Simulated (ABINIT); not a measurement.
# Al: equation of state with OLYP

**What was measured.**

From “The interpretation of polycrystalline coherent inelastic neutron scattering from aluminium”, 2013, pmc:3831299, for a bulk crystal of Al: bulk modulus 76.9 GPa.

Al:

```
Al
1.0
     0.00000    2.02481    2.02481
     2.02481    0.00000    2.02481
     2.02481    2.02481    0.00000
Al
1
Direct
  0.00000 0.00000 0.00000
```

```yaml
Program: ABINIT 10.8.3 (patched build)
Task: equation of state
Functional: OLYP
Potentials_or_basis: PseudoDojo NC SR PBE v0.4.1 standard
Cutoff: 544 eV
k_mesh: 11 × 11 × 11
Occupations: fermi-dirac, width 0.05 eV
Spin: no spin polarisation
```

```json
{
 "Equilibrium volume": "15.85 Å³/atom",
 "Bulk modulus": "89 GPa",
 "Pressure derivative of the bulk modulus": "4.5"
}
```

Energy against volume, from the lowest point:
```csv
volume (Å³/atom),energy (meV/atom)
15.607,0.88
15.939,0.00
16.271,2.87
16.603,9.09
16.935,18.30
17.267,30.18
17.599,44.43
```

Run time: 21 s on 1 thread of Arm Neoverse V1, with other jobs on the host, peak memory 0.09 GiB.

Measured bulk modulus of Al: 76.9 GPa (quoted in “The interpretation of polycrystalline coherent inelastic neutron scattering from aluminium”, 2013, pmc:3831299). This calculation gives 89 GPa (+16.1 %). The fit is for a static lattice scaled at fixed shape and fixed fractional positions.

Caveat: pressures at fixed basis lie under the slope of the energies; the potentials were made for another functional, which shifts forces and pressure.
